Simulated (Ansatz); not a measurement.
# GaP (F-43m): how far a G0W0 gap depends on its settings

How well converged is a G0W0 gap of the published phase of GaP (F-43m)?

Program: Ansatz 0.2.0. G0W0, plane waves. (Simulation; spin polarisation is off.)

4 further runs of the same task are left out: 2 for a known fault of the program, 2 that didn't finish.

### 1 The system as given

The cell was relaxed beforehand with r2SCAN.

It is cubic, F-43m (No. 216); a = 5.451 Å in the conventional setting, 20.24 Å³ an atom. Ga has 4 P at 2.36 Å; P has 4 Ga at 2.36 Å.

Coordinates:

```
Ga P
1.0
     0.00000    2.72541    2.72541
     2.72541    0.00000    2.72541
     2.72541    2.72541    0.00000
Ga P
1 1
Cartesian
  0.0000 0.0000 0.0000
  1.3627 1.3627 1.3627
```

### 2 From HSE06, 30 empty bands, 40 eV

The input, input.yaml:

```yaml
crystal:
  lattice:
    - [0.0, 2.7254102088, 2.7254102088]
    - [2.7254102088, 0.0, 2.7254102088]
    - [2.7254102088, 2.7254102088, 0.0]
  atoms:
    - { symbol: Ga, position: [0.0, 0.0, 0.0] }
    - { symbol: P, position: [0.25, 0.25, 0.25] }
kpoints:
  mp_grid: { grid: [4, 4, 4] }
hamiltonian:
  xc: hse06
scf:
  occupations: { method: fixed }
gw:
  n_empty_bands: 30
  ecut_chi: 40
  qp_bands: [v1, c1]
  qp_kpoints: band_edges
  screening: { model: contour_deformation }
```

On the command line:

```
$ ansatz run input.yaml --threads 4 --pin off --max-ram 3686MiB --backend cpu --events-out ev --progress --plain --runs-dir out
```

### 3 From HSE06, 60 empty bands, 80 eV

Edit input.yaml of step 2 so:

```diff
@@ -15,6 +15,6 @@
 gw:
-  n_empty_bands: 30
-  ecut_chi: 40
+  n_empty_bands: 60
+  ecut_chi: 80
   qp_bands: [v1, c1]
   qp_kpoints: band_edges
-  screening: { model: contour_deformation }
+  screening: { model: godby_needs }
```

### 4 From LDA, 60 empty bands, 80 eV

Edit input.yaml of step 3 so:

```diff
@@ -11,3 +11,3 @@
 hamiltonian:
-  xc: hse06
+  xc: lda
 scf:
@@ -19,2 +19,2 @@
   qp_kpoints: band_edges
-  screening: { model: godby_needs }
+  screening: { model: contour_deformation }
```

**Question.** What will these runs give? Wanted: for each run, start; potentials; frequencies; empty bands; cutoff; Kohn-Sham gap; G0W0 gap.

**Answer**, as computed:

```
start  potentials  frequencies  empty bands  cutoff (eV)   mesh  Kohn-Sham gap (eV)  G0W0 gap (eV)
HSE06         PAW         full           30           40  4×4×4                2.30           2.07
HSE06         PAW         pole           60           80  4×4×4                2.30           2.25
  LDA         PAW         full           60           80  4×4×4                1.46           1.92
```

Gaps are those on each run's own mesh.

**Reading.** Over the runs in the table the G0W0 gap on the mesh spans 1.92 to 2.25 eV, and the shift from the starting levels -0.23 to +0.47 eV; where more than one setting differs between two runs, no single one explains their difference. G0W0 here is at a finite number of bands, screening cutoff and k mesh, not at the basis limit.
